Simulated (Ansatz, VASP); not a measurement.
# Bi: VASP beside Ansatz

File INCAR:

```
SYSTEM = Bi
  AGGAC = 1.0
  AGGAX = 1.0
  ALDAC = 0.0
  ALDAX = 1.0
  ALGO = Normal
  EDIFF = 1E-7
  ENCUT = 520
  GGA = B5
  ISIF = 2
  ISMEAR = -1
  LASPH = .TRUE.
  LCHARG = .FALSE.
  LREAL = .FALSE.
  LWAVE = .FALSE.
  NBANDS = 14
  NELM = 100
  PREC = Accurate
  SIGMA = 0.1
```

KPOINTS

```
k-points
0
G
  12 12 12
  0 0 0
```

The input POSCAR:

```
Bi
1.0
   -2.0748831921      2.0748831921      2.0748831921
    2.0748831921     -2.0748831921      2.0748831921
    2.0748831921      2.0748831921     -2.0748831921
Bi
1
Direct
    0.0000000000      0.0000000000      0.0000000000
```

Input for Ansatz:

```yaml
crystal:
  lattice:
    - [-2.0748831921, 2.0748831921, 2.0748831921]
    - [2.0748831921, -2.0748831921, 2.0748831921]
    - [2.0748831921, 2.0748831921, -2.0748831921]
  atoms:
    - { symbol: Bi, position: [0.0, 0.0, 0.0] }
hamiltonian:
  xc: blyp
  pseudopotentials:
    kind: paw
    azcp:
      Bi: "pseudopotentials/Bi.paw.azcp"
basis:
  ecutwfc: 420
  fft_grid_basis: typed
kpoints:
  mp_grid: { grid: [12, 12, 12], shift: [0, 0, 0] }
magnetization:
  spin_polarized: false
scf:
  occupations: { method: fermi_dirac, width: 0.1 }
  lower_state_search: "off"
output:
  stress: true
```

Alike in both runs: task single point; functional BLYP; k mesh 12 × 12 × 12; occupations fermi-dirac, width 0.1 eV; no spin polarisation.

```csv
,VASP,Ansatz
version,VASP 6.6.1,Ansatz 0.2.0
potentials or method,"VASP PAW PBE potentials, release 64 (Bi_d)","plane waves (420 eV) with PAW, scalar-relativistic"
plane-wave cutoff (eV),520,420
valence electrons in the cell,15,15
```

```csv
,VASP,Ansatz,Ansatz less VASP
pressure (GPa),-1.5,-1.6,-0.04
```

With one functional, cell and mesh, what is left measures potentials, basis and numerics.

Caveats: the PAW data sets were made with another functional, which shifts forces and pressure a little (VASP).
